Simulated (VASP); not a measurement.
Here is a VASP 6.6.1 calculation.

Contents of INCAR:

```
PREC = Accurate
ENCUT = 520
EDIFF = 1E-6
ISMEAR = 0
SIGMA = 0.03
LREAL = False
LASPH = True
NELM = 80
ALGO = Fast
ISIF = 2
LWAVE = False
LCHARG = False
GGA = PE
LOPTICS = True
NBANDS = 50
NEDOS = 2000
CSHIFT = 0.05
KPAR = 2
```

Contents of KPOINTS:

```
regular mesh
0
Gamma
  9 9 4
```

The input POSCAR:

```
CdS                                     
1.0
    4.1314640066      0.0000000000     -0.0000000000
   -2.0657320033      3.5779527845     -0.0000000000
   -0.0000000000      0.0000000000      6.7246200047
  Cd              S             
     2     2
Direct
     0.3333333332999970    0.6666666667000030    0.9993194298706768
     0.6666666667000030    0.3333333332999970    0.4993194298706768
     0.3333333332999970    0.6666666667000030    0.3756805701293232
     0.6666666667000030    0.3333333332999970    0.8756805701293232
```

Potentials or basis: VASP PAW PBE potentials, release 64 (Cd, S).

Launch:

```bash
$ cat potpaw_PBE.64/Cd/POTCAR potpaw_PBE.64/S/POTCAR > POTCAR
$ mpirun -np 2 vasp_std > vasp.out
```

Problem. Predict the band gap on the k mesh.

Solution. 1.22 eV, direct.

Problem. Predict the pressure.

Solution. 3.1 GPa.

Dielectric function (mean over the directions given):
| energy (eV) | real part | imaginary part |
| --- | --- | --- |
| 0.27 | 6.46 | 0.01 |
| 0.72 | 6.75 | 0.06 |
| 1.26 | 5.58 | 3.28 |
| 1.72 | 7.15 | 0.28 |
| 2.26 | 5.47 | 1.49 |
| 2.71 | 8.57 | 2.66 |
| 3.25 | 6.98 | 2.22 |
| 3.79 | 7.63 | 3.11 |
| 4.24 | 4.11 | 6.88 |
| 4.79 | 8.08 | 6.77 |
| 5.24 | 2.81 | 6.01 |
| 5.78 | 2.10 | 3.15 |
| 6.32 | 3.90 | 7.83 |
| 6.77 | -0.64 | 10.85 |
| 7.31 | 0.02 | 5.23 |
| 7.76 | 0.34 | 7.66 |
| 8.31 | -2.88 | 4.90 |
| 8.85 | -1.92 | 2.78 |
| 9.30 | -1.44 | 3.00 |
| 9.84 | -1.05 | 2.67 |
| 10.29 | -1.41 | 1.67 |
| 10.83 | -0.50 | 1.38 |
| 11.29 | -0.74 | 1.54 |
| 11.83 | -0.84 | 1.73 |
| 12.37 | -0.54 | 0.95 |
| 12.82 | -0.14 | 1.02 |
| 13.36 | -0.16 | 0.81 |
| 13.81 | 0.18 | 0.93 |
| 14.36 | -0.14 | 1.03 |
| 14.90 | -0.36 | 0.95 |
| 15.35 | -0.06 | 0.69 |
| 15.89 | 0.01 | 0.74 |
| 16.34 | -0.03 | 0.60 |
| 16.88 | 0.11 | 0.48 |
| 17.43 | 0.22 | 0.57 |
| 17.88 | 0.13 | 0.56 |
| 18.42 | 0.32 | 0.38 |
| 18.87 | 0.46 | 0.42 |
| 19.41 | 0.41 | 0.56 |
| 19.95 | 0.27 | 0.50 |

Caveat: spectra need much finer meshes, so this one isn't converged; independent-particle spectra lack excitons.

**Measured values to compare with.**

From “Isotope dependence of band-gap energy”, 2008, arxiv:0807.2152, for a bulk crystal of CdS: band gap 2.5809 ± 0.0002 eV.

Against the measured gap of CdS, 2.5809 eV (quoted in “Isotope dependence of band-gap energy”, 2008, arxiv:0807.2152), the calculated 1.22 eV is off by -1.36 eV. So large a miss can be the level of theory's own, or it may mean another phase, state or a wrong row. Spin-orbit coupling on Cd is left out. The value is that of PBE, without temperature or zero-point motion. Semilocal functionals fall short of measured gaps as a rule.
